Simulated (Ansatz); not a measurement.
An Ansatz input:

```yaml
crystal:
  lattice:
    - [1.8762912287, 0.0, 0.0]
    - [0.0, 1.8762912287, 0.0]
    - [0.0, 0.0, 1.8762912287]
  atoms:
    - { symbol: B, position: [0.0, 0.0, 0.0] }
hamiltonian:
  xc: pbesol
  pseudopotentials:
    kind: paw
    azcp:
      B: "pseudopotentials/B.paw.azcp"
basis:
  ecutwfc: 420
  fft_grid_basis: typed
kpoints:
  mp_grid: { grid: [27, 27, 27], shift: [0, 0, 0] }
magnetization:
  spin_polarized: false
scf:
  occupations: { method: fermi_dirac, width: 0.1 }
```

Terminal output

```
Warning: the record states the generating functional pbe (its physics header spells it `PBE`), which answers neither for hamiltonian.xc's functional nor for the pbesol family's — results may be inconsistent (PPs are generated against a specific XC)
Engine: ansatz 0.2.0, aarch64-unknown-linux-gnu
Pseudopotentials: kind: paw
Pseudopotential: B, paw, valence charge 3, recommended cutoff 420 eV (normal) 
Functional definition: PBEsol
  exchange = pbesol_x
  correlation = pbesol_c
Crystal: 1 atoms, lattice volume = 6.605 Å³
Basis set: ecut = 420 eV, 123 PW (Γ)
Bands: 6, of which v1, the nominal top of the filled ones, is band 2 counted from 1 (1 counted from 0)
Symmetry: 48 space group operations
Space group: Pm-3m (ITA 221), of the structure as read, at distance tolerance 1.9e-5 Å
k-points: 560 of 19683
Non-local potential: B, projectors of the file, l = 0: 2, l = 1: 2, l = 2: 1
PAW form: soft (Blöchl's): semilocal exchange-correlation on the pseudo side does not see the compensation charge
PAW frozen core: B, regenerated for the run's functional, and the local potential with it (the file was generated under x = pbe(κ = 0.804, μ = 0.2195149727645171), c = pbe(β = 0.06672455060314922))
PAW one-centre angular grid: B, 110 points (default); XC on 64 Gauss nodes
Initial density: superposition of atomic densities (neutral atoms: chi_scale 0, normalization atom), corrected by the library's trained network
Initial wavefunctions: pseudopotential atomic-orbital guess
Functional: x = pbesol(κ = 0.804, μ = 0.12345679012345678), c = pbesol(β = 0.046)
SCF iter   1: F=—  HF=-151.614600 eV  |F-HF|=—  |Δ(HF+E_count)|=         —  Δρ=3.22e-3  dr2=2.74e-4  ethr=1.77e-3  ⟨swp⟩=4.4  Hψ=25124  notcnv=0
SCF iter   2: F=—  HF=-151.614487 eV  |F-HF|=—  |Δ(HF+E_count)|=   1.12e-4  Δρ=1.62e-3  dr2=6.91e-5  ethr=9.14e-6  ⟨swp⟩=1.0  Hψ=7840  notcnv=0
SCF iter   3: F=—  HF=-151.614485 eV  |F-HF|=—  |Δ(HF+E_count)|=   2.34e-6  Δρ=1.67e-4  dr2=1.46e-6  ethr=2.30e-6  ⟨swp⟩=1.9  Hψ=4144  notcnv=0
SCF iter   4: F=—  HF=-151.614485 eV  |F-HF|=—  |Δ(HF+E_count)|=   4.69e-7  Δρ=8.90e-5  dr2=3.98e-7  ethr=4.88e-8  ⟨swp⟩=1.0  Hψ=3414  notcnv=0
iter 5 did not close the SCF: its close was put off for the readings that it lacked (scf_convergence_deferred on its scf_iter line)
SCF iter   5: F=-151.614484 eV  HF=-151.614484 eV  |F-HF|=3.48e-10  |Δ(HF+E_count)|=   1.24e-7  Δρ=4.64e-6  dr2=9.41e-10  ethr=1.33e-8  ⟨swp⟩=1.7  Hψ=4004  notcnv=0
SCF iter   6: F=-151.614484 eV  HF=-151.614484 eV  |F-HF|=3.43e-11  |Δ(HF+E_count)|=  2.50e-10  Δρ=1.30e-6  dr2=8.58e-11  ethr=3.14e-11  ⟨swp⟩=1.0  Hψ=8453  notcnv=0
SCF 1 converged in 6 iterations: F = -151.614484 eV  dr2 = 8.58e-11
SCF converged after 6 iterations
Free energy (F): -151.614484 eV
Harris-Foulkes:  -151.614484 eV  (|F-HF|=3.43e-11)
Internal energy: -151.605255 eV  (E = F + TS)
E sigma→0 (E₀):  -151.609870 eV
Entropy (-TS):   -0.009230 eV (-9.230 meV/atom)
Fermi energy:    10.620742 eV
--- Per-component energies (eV) ---
  E_band       = 14.029798
  E_kinetic    = 47.073551
  E_local      = -6.780733  (includes V_loc(G=0)·N_el)
  E_nonlocal   = 12.267061
  E_hartree    = 0.958697
  E_xc         = -31.791482
  E_vxc        = -37.861065  (∫ρ·V_xc dr)
  E_paw        = -75.359948  (= ΣΔE_a)
  E_vpaw       = -2.586423  (= ΣTr[D̂ρ^β])
  E_aug_tail   = -0.000003  (compensation charges beyond the density's cutoff)
  E_ewald      = -97.987107
  E_core_change = 0.014711  (= ΣΔE_core)
  E_smearing   = -0.009230  (= −TS)
  E_closure    = 0.000000  (closes the sum)
  Σ components = -151.614484   (vs F -151.614484, Δ=0.00e0)
```

Command:

```sh
ansatz run input.yaml --threads 2 --pin off --max-ram 5120MiB --backend cpu --events-out ev --progress --plain --runs-dir out
```

On 2 threads of Arm Neoverse V2 (shared host) this took about 0.91 s of wall time and 1.6 s of CPU time.
